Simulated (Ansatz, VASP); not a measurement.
## SiC214 in two plane-wave programs

Aim: how closely do two programs agree when they are given the same cell, functional and k mesh? The cell is taken from a series of runs on this material, whose earlier steps may have relaxed, scaled, displaced or heated it; both programs get it as it stands.

Method: plane waves, with VASP 6.6.1 beside it; single point at PBE, in Ansatz 0.2.0.

### 1. The starting structure

The cell holds 215 atoms: 214 C and 1 Si. Cell: a = 10.715 Å, b = 10.715 Å, c = 10.715 Å, α = 90.0°, β = 90.0°, γ = 90.0°. It derives from C (C (Fd-3m)). Nearest the centre at fractional (0.458, 0.458, 0.542): Si215 at 0.00 Å, C105 at 1.98 Å, C113 at 1.98 Å, C112 at 1.98 Å, C110 at 1.98 Å, C109 at 1.98 Å, C108 at 1.98 Å, C116 at 2.69 Å. The cell carries charge −1.

### 2. Ansatz: single point, PBE

Ansatz runs on its default PAW (the set named soft_2) files.

With cell and atoms fixed, the geometry can't cause a difference; cores, projectors, grids and the points listed under the comparison can.

File input.yaml:

```yaml
crystal:
  lattice:
    - [10.71474525, 0.0, 0.0]
    - [0.0, 10.71474525, 0.0]
    - [0.0, 0.0, 10.71474525]
  atoms:
    - { symbol: C, position: [-0.000195038, -0.000195038, 0.166546916] }
    - { symbol: C, position: [0.000450113, 0.166768566, -0.000450113] }
    - { symbol: C, position: [0.166768566, 0.000450113, -0.000450113] }
    - { symbol: C, position: [0.16657793, 0.16657793, 0.165712665] }
    - { symbol: C, position: [0.083253708, 0.083253708, 0.249513935] }
    - { symbol: C, position: [0.083597205, 0.250118923, 0.082458388] }
    - { symbol: C, position: [0.250118923, 0.083597205, 0.082458388] }
    - { symbol: C, position: [0.249565982, 0.249565982, 0.248804534] }
    - { symbol: C, position: [6.3326e-05, 6.3326e-05, 0.499803994] }
    - { symbol: C, position: [-9.6067e-05, 0.166250512, 0.332955849] }
    - { symbol: C, position: [0.166250512, -9.6067e-05, 0.332955849] }
    - { symbol: C, position: [0.167498398, 0.167498398, 0.49905688] }
    - { symbol: C, position: [0.084060233, 0.084060233, 0.582802776] }
    - { symbol: C, position: [0.083145908, 0.249984921, 0.415836584] }
    - { symbol: C, position: [0.249984921, 0.083145908, 0.415836584] }
    - { symbol: C, position: [0.253224844, 0.253224844, 0.580490184] }
    - { symbol: C, position: [0.000450113, 0.000450113, 0.833231434] }
    - { symbol: C, position: [0.001102149, 0.167242934, 0.666281814] }
    - { symbol: C, position: [0.167242934, 0.001102149, 0.666281814] }
    - { symbol: C, position: [0.167694416, 0.167694416, 0.832305584] }
    - { symbol: C, position: [0.083932346, 0.083932346, 0.916067654] }
    - { symbol: C, position: [0.085079966, 0.251128439, 0.748871561] }
    - { symbol: C, position: [0.251128439, 0.085079966, 0.748871561] }
    - { symbol: C, position: [0.251128439, 0.251128439, 0.914920034] }
    - { symbol: C, position: [-0.000341726, 0.333176902, 0.165890062] }
    - { symbol: C, position: [6.3326e-05, 0.500196006, -6.3326e-05] }
    - { symbol: C, position: [0.167242934, 0.333718186, -0.001102149] }
    - { symbol: C, position: [0.165380406, 0.500144148, 0.1654191] }
    - { symbol: C, position: [0.082086125, 0.416523158, 0.248712958] }
    - { symbol: C, position: [0.082557392, 0.583490125, 0.082991171] }
    - { symbol: C, position: [0.249861866, 0.416805193, 0.082601307] }
    - { symbol: C, position: [0.247805197, 0.583471907, 0.248008521] }
    - { symbol: C, position: [0.000249658, 0.333385269, 0.499725952] }
    - { symbol: C, position: [-0.000731835, 0.499861909, 0.333194685] }
    - { symbol: C, position: [0.164675452, 0.333194625, 0.33113735] }
    - { symbol: C, position: [0.166256541, 0.500509401, 0.499490599] }
    - { symbol: C, position: [0.08390175, 0.417293522, 0.582706478] }
    - { symbol: C, position: [0.082640069, 0.583539035, 0.416460965] }
    - { symbol: C, position: [0.2475483, 0.416011918, 0.412755343] }
    - { symbol: C, position: [0.2475483, 0.587244657, 0.583988082] }
    - { symbol: C, position: [0.001102149, 0.333718186, 0.832757066] }
    - { symbol: C, position: [0.000249658, 0.500274048, 0.666614731] }
    - { symbol: C, position: [0.169165846, 0.335228973, 0.664771027] }
    - { symbol: C, position: [0.167498398, 0.50094312, 0.832501602] }
    - { symbol: C, position: [0.084060233, 0.417197224, 0.915939767] }
    - { symbol: C, position: [0.083145908, 0.584163416, 0.750015079] }
    - { symbol: C, position: [0.253224844, 0.419509816, 0.746775156] }
    - { symbol: C, position: [0.249984921, 0.584163416, 0.916854092] }
    - { symbol: C, position: [-0.000874426, 0.666548142, 0.166930212] }
    - { symbol: C, position: [-0.000195038, 0.833453084, 0.000195038] }
    - { symbol: C, position: [0.166250512, 0.667044151, 9.6067e-05] }
    - { symbol: C, position: [0.166181087, 0.833413328, 0.166586672] }
    - { symbol: C, position: [0.082380079, 0.750089042, 0.249910958] }
    - { symbol: C, position: [0.083214005, 0.916862026, 0.083137974] }
    - { symbol: C, position: [0.249623055, 0.750416478, 0.083236883] }
    - { symbol: C, position: [0.249623055, 0.916763117, 0.249583522] }
    - { symbol: C, position: [-0.000731835, 0.666805315, 0.500138091] }
    - { symbol: C, position: [-0.000874426, 0.833069788, 0.333451858] }
    - { symbol: C, position: [0.165472017, 0.667101137, 0.332898863] }
    - { symbol: C, position: [0.165380406, 0.8345809, 0.499855852] }
    - { symbol: C, position: [0.082086125, 0.751287042, 0.583476842] }
    - { symbol: C, position: [0.082557392, 0.917008829, 0.416509875] }
    - { symbol: C, position: [0.247805197, 0.751991479, 0.416528093] }
    - { symbol: C, position: [0.249861866, 0.917398693, 0.583194807] }
    - { symbol: C, position: [-9.6067e-05, 0.667044151, 0.833749488] }
    - { symbol: C, position: [-0.000341726, 0.834109938, 0.666823098] }
    - { symbol: C, position: [0.164675452, 0.66886265, 0.666805375] }
    - { symbol: C, position: [0.16657793, 0.834287335, 0.83342207] }
[... 15 lines left out ...]
    - { symbol: C, position: [0.499861909, -0.000731835, 0.333194685] }
    - { symbol: C, position: [0.500509401, 0.166256541, 0.499490599] }
    - { symbol: C, position: [0.417293522, 0.08390175, 0.582706478] }
    - { symbol: C, position: [0.416011918, 0.2475483, 0.412755343] }
    - { symbol: C, position: [0.583539035, 0.082640069, 0.416460965] }
    - { symbol: C, position: [0.587244657, 0.2475483, 0.583988082] }
    - { symbol: C, position: [0.333718186, 0.001102149, 0.832757066] }
    - { symbol: C, position: [0.335228973, 0.169165846, 0.664771027] }
    - { symbol: C, position: [0.500274048, 0.000249658, 0.666614731] }
    - { symbol: C, position: [0.50094312, 0.167498398, 0.832501602] }
    - { symbol: C, position: [0.417197224, 0.084060233, 0.915939767] }
    - { symbol: C, position: [0.419509816, 0.253224844, 0.746775156] }
    - { symbol: C, position: [0.584163416, 0.083145908, 0.750015079] }
    - { symbol: C, position: [0.584163416, 0.249984921, 0.916854092] }
    - { symbol: C, position: [0.333127918, 0.333127918, 0.165973022] }
    - { symbol: C, position: [0.333385269, 0.500274048, -0.000249658] }
    - { symbol: C, position: [0.500274048, 0.333385269, -0.000249658] }
    - { symbol: C, position: [0.499373115, 0.499373115, 0.167233702] }
    - { symbol: C, position: [0.416157514, 0.416157514, 0.249589646] }
    - { symbol: C, position: [0.416393025, 0.58328184, 0.083582707] }
    - { symbol: C, position: [0.58328184, 0.416393025, 0.083582707] }
    - { symbol: C, position: [0.581437361, 0.581437361, 0.252498818] }
    - { symbol: C, position: [0.332999645, 0.332999645, 0.48969543] }
    - { symbol: C, position: [0.329421818, 0.500655352, 0.33088077] }
    - { symbol: C, position: [0.500655352, 0.329421818, 0.33088077] }
    - { symbol: Si, position: [0.458343683, 0.458343683, 0.541656317] }
    - { symbol: C, position: [0.406362972, 0.583667081, 0.416332919] }
    - { symbol: C, position: [0.583667081, 0.406362972, 0.416332919] }
    - { symbol: C, position: [0.583667081, 0.583667081, 0.593637028] }
    - { symbol: C, position: [0.335228973, 0.335228973, 0.830834154] }
    - { symbol: C, position: [0.332999645, 0.51030457, 0.667000355] }
    - { symbol: C, position: [0.51030457, 0.332999645, 0.667000355] }
    - { symbol: C, position: [0.500509401, 0.500509401, 0.833743459] }
    - { symbol: C, position: [0.417293522, 0.417293522, 0.91609825] }
    - { symbol: C, position: [0.416011918, 0.587244657, 0.7524517] }
    - { symbol: C, position: [0.587244657, 0.416011918, 0.7524517] }
    - { symbol: C, position: [0.583539035, 0.583539035, 0.917359931] }
    - { symbol: C, position: [0.332503802, 0.666682527, 0.166478488] }
    - { symbol: C, position: [0.333176902, 0.834109938, 0.000341726] }
    - { symbol: C, position: [0.499861909, 0.666805315, 0.000731835] }
    - { symbol: C, position: [0.499469958, 0.832606968, 0.167393032] }
    - { symbol: C, position: [0.415724388, 0.749169659, 0.250830341] }
    - { symbol: C, position: [0.416471317, 0.916603967, 0.083396033] }
    - { symbol: C, position: [0.582948974, 0.749423991, 0.084435272] }
    - { symbol: C, position: [0.582948974, 0.915564728, 0.250576009] }
    - { symbol: C, position: [0.329421818, 0.66911923, 0.499344648] }
    - { symbol: C, position: [0.332503802, 0.833521512, 0.333317473] }
    - { symbol: C, position: [0.497157508, 0.663444015, 0.336555985] }
    - { symbol: C, position: [0.499373115, 0.832766298, 0.500626885] }
    - { symbol: C, position: [0.416157514, 0.750410354, 0.583842486] }
    - { symbol: C, position: [0.416393025, 0.916417293, 0.41671816] }
    - { symbol: C, position: [0.581437361, 0.747501182, 0.418562639] }
    - { symbol: C, position: [0.58328184, 0.916417293, 0.583606975] }
    - { symbol: C, position: [0.333194625, 0.66886265, 0.835324548] }
    - { symbol: C, position: [0.333127918, 0.834026978, 0.666872082] }
    - { symbol: C, position: [0.500655352, 0.66911923, 0.670578182] }
    - { symbol: C, position: [0.500144148, 0.8345809, 0.834619594] }
    - { symbol: C, position: [0.416523158, 0.751287042, 0.917913875] }
    - { symbol: C, position: [0.416805193, 0.917398693, 0.750138134] }
    - { symbol: C, position: [0.583471907, 0.751991479, 0.752194803] }
    - { symbol: C, position: [0.583490125, 0.917008829, 0.917442608] }
    - { symbol: C, position: [0.666548142, -0.000874426, 0.166930212] }
    - { symbol: C, position: [0.667044151, 0.166250512, 9.6067e-05] }
    - { symbol: C, position: [0.833453084, -0.000195038, 0.000195038] }
    - { symbol: C, position: [0.833413328, 0.166181087, 0.166586672] }
    - { symbol: C, position: [0.750089042, 0.082380079, 0.249910958] }
    - { symbol: C, position: [0.750416478, 0.249623055, 0.083236883] }
    - { symbol: C, position: [0.916862026, 0.083214005, 0.083137974] }
    - { symbol: C, position: [0.916763117, 0.249623055, 0.249583522] }
    - { symbol: C, position: [0.666805315, -0.000731835, 0.500138091] }
    - { symbol: C, position: [0.667101137, 0.165472017, 0.332898863] }
    - { symbol: C, position: [0.833069788, -0.000874426, 0.333451858] }
    - { symbol: C, position: [0.8345809, 0.165380406, 0.499855852] }
    - { symbol: C, position: [0.751287042, 0.082086125, 0.583476842] }
    - { symbol: C, position: [0.751991479, 0.247805197, 0.416528093] }
    - { symbol: C, position: [0.917008829, 0.082557392, 0.416509875] }
    - { symbol: C, position: [0.917398693, 0.249861866, 0.583194807] }
    - { symbol: C, position: [0.667044151, -9.6067e-05, 0.833749488] }
    - { symbol: C, position: [0.66886265, 0.164675452, 0.666805375] }
    - { symbol: C, position: [0.834109938, -0.000341726, 0.666823098] }
    - { symbol: C, position: [0.834287335, 0.16657793, 0.83342207] }
    - { symbol: C, position: [0.750486065, 0.083253708, 0.916746292] }
    - { symbol: C, position: [0.751195466, 0.249565982, 0.750434018] }
    - { symbol: C, position: [0.917541612, 0.083597205, 0.749881077] }
    - { symbol: C, position: [0.917541612, 0.250118923, 0.916402795] }
    - { symbol: C, position: [0.666682527, 0.332503802, 0.166478488] }
    - { symbol: C, position: [0.666805315, 0.499861909, 0.000731835] }
    - { symbol: C, position: [0.834109938, 0.333176902, 0.000341726] }
    - { symbol: C, position: [0.832606968, 0.499469958, 0.167393032] }
    - { symbol: C, position: [0.749169659, 0.415724388, 0.250830341] }
    - { symbol: C, position: [0.749423991, 0.582948974, 0.084435272] }
    - { symbol: C, position: [0.916603967, 0.416471317, 0.083396033] }
    - { symbol: C, position: [0.915564728, 0.582948974, 0.250576009] }
    - { symbol: C, position: [0.66911923, 0.329421818, 0.499344648] }
    - { symbol: C, position: [0.663444015, 0.497157508, 0.336555985] }
    - { symbol: C, position: [0.833521512, 0.332503802, 0.333317473] }
    - { symbol: C, position: [0.832766298, 0.499373115, 0.500626885] }
    - { symbol: C, position: [0.750410354, 0.416157514, 0.583842486] }
    - { symbol: C, position: [0.747501182, 0.581437361, 0.418562639] }
    - { symbol: C, position: [0.916417293, 0.416393025, 0.41671816] }
    - { symbol: C, position: [0.916417293, 0.58328184, 0.583606975] }
    - { symbol: C, position: [0.66886265, 0.333194625, 0.835324548] }
    - { symbol: C, position: [0.66911923, 0.500655352, 0.670578182] }
    - { symbol: C, position: [0.834026978, 0.333127918, 0.666872082] }
    - { symbol: C, position: [0.8345809, 0.500144148, 0.834619594] }
    - { symbol: C, position: [0.751287042, 0.416523158, 0.917913875] }
    - { symbol: C, position: [0.751991479, 0.583471907, 0.752194803] }
    - { symbol: C, position: [0.917398693, 0.416805193, 0.750138134] }
    - { symbol: C, position: [0.917008829, 0.583490125, 0.917442608] }
    - { symbol: C, position: [0.665538441, 0.665538441, 0.168413113] }
    - { symbol: C, position: [0.666548142, 0.833069788, 0.000874426] }
    - { symbol: C, position: [0.833069788, 0.666548142, 0.000874426] }
    - { symbol: C, position: [0.832734468, 0.832734468, 0.167265532] }
    - { symbol: C, position: [0.748972, 0.748972, 0.251028] }
    - { symbol: C, position: [0.749898445, 0.916216932, 0.083783068] }
    - { symbol: C, position: [0.916216932, 0.749898445, 0.083783068] }
    - { symbol: C, position: [0.916216932, 0.916216932, 0.250101555] }
    - { symbol: C, position: [0.663444015, 0.663444015, 0.502842492] }
    - { symbol: C, position: [0.665538441, 0.831586887, 0.334461559] }
    - { symbol: C, position: [0.831586887, 0.665538441, 0.334461559] }
    - { symbol: C, position: [0.832606968, 0.832606968, 0.500530042] }
    - { symbol: C, position: [0.749169659, 0.749169659, 0.584275612] }
    - { symbol: C, position: [0.749423991, 0.915564728, 0.417051026] }
    - { symbol: C, position: [0.915564728, 0.749423991, 0.417051026] }
    - { symbol: C, position: [0.916603967, 0.916603967, 0.583528683] }
    - { symbol: C, position: [0.667101137, 0.667101137, 0.834527983] }
    - { symbol: C, position: [0.666682527, 0.833521512, 0.667496198] }
    - { symbol: C, position: [0.833521512, 0.666682527, 0.667496198] }
    - { symbol: C, position: [0.833413328, 0.833413328, 0.833818913] }
    - { symbol: C, position: [0.750089042, 0.750089042, 0.917619921] }
    - { symbol: C, position: [0.750416478, 0.916763117, 0.750376945] }
    - { symbol: C, position: [0.916763117, 0.750416478, 0.750376945] }
    - { symbol: C, position: [0.916862026, 0.916862026, 0.916785995] }
total_charge: -1
basis:
  ecutwfc: 420
  xc_grid: 2
hamiltonian:
  xc: pbe
kpoints:
  mp_grid: { grid: [1, 1, 1] }
magnetization:
  spin_polarized: true
  initial_magnetization: 1
  spin_locking: { lock_magnetization: hard }
scf:
  occupations: { method: fermi_dirac, width: 0.01 }
  max_iter: 120
  n_extra_bands: 20
  lower_state_search: "off"
output:
  forces: true
  eigenvalues: true
  eigenstates: { localisation: true }
checkpoint:
  read: "../relax.run"
  write: "../ground.run"
  compress: false
  write_wavefunctions: true
  write_every: 100000
```

Started as:

```sh
> ansatz run input.yaml --threads 32 --pin off --max-ram 84787MiB --backend cuda --events-out ev --progress --plain --runs-dir out --max-vram 78GiB
```

Numbers of over 12 decimals in the logs are rounded to 6 here.

Output:

```text
Warning: at least one further symmetry operation maps every atom of the structure, as the run holds it, onto an atom to within 3.49e-5 (fractional), and is not used: no operation is sought that the atoms, as the run holds them, miss by more than 2.00e-5, twice crystal.symmetry.tolerance (1.0e-5). The run uses 6 unitary operations. The run imposes no operation that its atoms and lattice do not hold. Figures that only
Warning: the band count 451 (scf.n_extra_bands) hosts the net moment |M| = 1.0000 μB (N_el = 861) but caps the reachable moment at 2·n_bands − N_el = 41.0000 μB, below the 646 bands that the automatic rule leaves for it — a moment growing past the seed, or the majority channel's smearing tail, pins there with fewer empty majority states than that count leaves; raise or omit scf.n_extra_bands unless the cap is intende
scf.n_extra_bands = 20 over 431 filled bands (N_el = 861.0): the run solves 451 bands
Engine: ansatz 0.2.0, aarch64-unknown-linux-gnu
Pseudopotentials: kind: paw
Pseudopotential: C, paw, valence charge 4, recommended cutoff 420 eV (normal), C.paw.azcp
Pseudopotential: Si, paw, valence charge 4, recommended cutoff 420 eV (normal), Si.paw.azcp
Functional definition: PBE
  parameter kappa = 0.804
  parameter beta = 0.066725
  exchange = pbe_x(kappa = kappa, mu = beta*pi^2/3)
  correlation = pbe_c(beta = beta)
device memory: the entry about to start is reckoned to put 7.8 GiB on a device that reports 173.1 GiB free (of which the cap on the GPU budget leaves the run 78.0 GiB)
GPU FFT provider: cuFFT
GPU libraries: cuBLAS 13.8.1, cuFFT 12.4.0, cuSOLVER 12.3.2
[...]
Free energy (F): -54287.393593 eV
Harris-Foulkes:  -54287.393593 eV  (|F-HF|=2.09e-8)
Internal energy: -54287.379730 eV  (E = F + TS)
E sigma→0 (E₀):  -54287.386661 eV
Entropy (-TS):   -0.013863 eV (-0.064 meV/atom)
Fermi energy:    14.281886 (↑ 15.716483, ↓ 14.281886) eV
--- Per-component energies (eV) ---
  E_band       = 3714.510400
  E_kinetic    = 19808.154037
  E_local      = -13354.637493  (includes V_loc(G=0)·N_el)
  E_nonlocal   = 5730.061467
  E_hartree    = 2980.698846
  E_xc         = -10489.812063
  E_vxc        = -13001.576458  (∫ρ·V_xc dr)
  E_paw        = -21746.789001  (= ΣΔE_a)
  E_vpaw       = -1428.889175  (= ΣTr[D̂ρ^β])
  E_aug_tail   = 0.001929  (compensation charges beyond the density's cutoff)
  E_ewald      = -37215.057452
  E_smearing   = -0.013863  (= −TS)
  E_closure    = -0.000000  (closes the sum)
  E_deformation_potential = -21.483891  (in the stress; not in F)
  Σ components = -54287.393593   (vs F -54287.393593, Δ=0.00e0)
--- Forces (eV/Å), atoms counted from 1 ---
  atom   1  C      0.00098531     0.00098531    -0.00039032
  atom   2  C      0.00133319     0.00028588    -0.00133319
  atom   3  C      0.00028588     0.00133319    -0.00133319
  atom   4  C      0.00059334     0.00059334    -0.00304308
  atom   5  C      0.00046899     0.00046899     0.00000172
  atom   6  C      0.00018535     0.00005296    -0.00136253
  [... 209 more lines of this table ...]
  max |Σ_I F_I| component: 7.02e-7 eV/Å
--- Band table (eV) ---
  k-point 0 ↑: bands = ["-8.2254", "-7.2443", "-7.2443", "-7.2370", "-7.2370", "-7.1613", "-7.0561", "-6.2682", "-6.2337", "-6.2337", "-6.2298", "-6.2298", "-6.2281", "-6.2281", "-6.1758", "-6.1564", 
  k-point 0 ↓: bands = ["-8.2221", "-7.2420", "-7.2420", "-7.2324", "-7.2324", "-7.1589", "-7.0496", "-6.2647", "-6.2311", "-6.2311", "-6.2271", "-6.2271", "-6.2237", "-6.2237", "-6.1733", "-6.1496",
[key lines of the parts left out:]
SCF converged after 2 iterations
Magnetization: 1.0000 μB (431.0000 up, 430.0000 down)
```

[end of part 1 of 2]

[Lines on the potential files, build, host, timing and source positions are cut from VASP's logs without a mark.]

[Logs are printed without paths, hosts, clocks, repeated set-up lines and the standing remarks that a program may print on its own settings, such as how far it seeks lower states.]

[Hosts, paths, dates, database ids (printed as entryN), source tags and the programs' standing remarks are cut or masked in the printed files.]
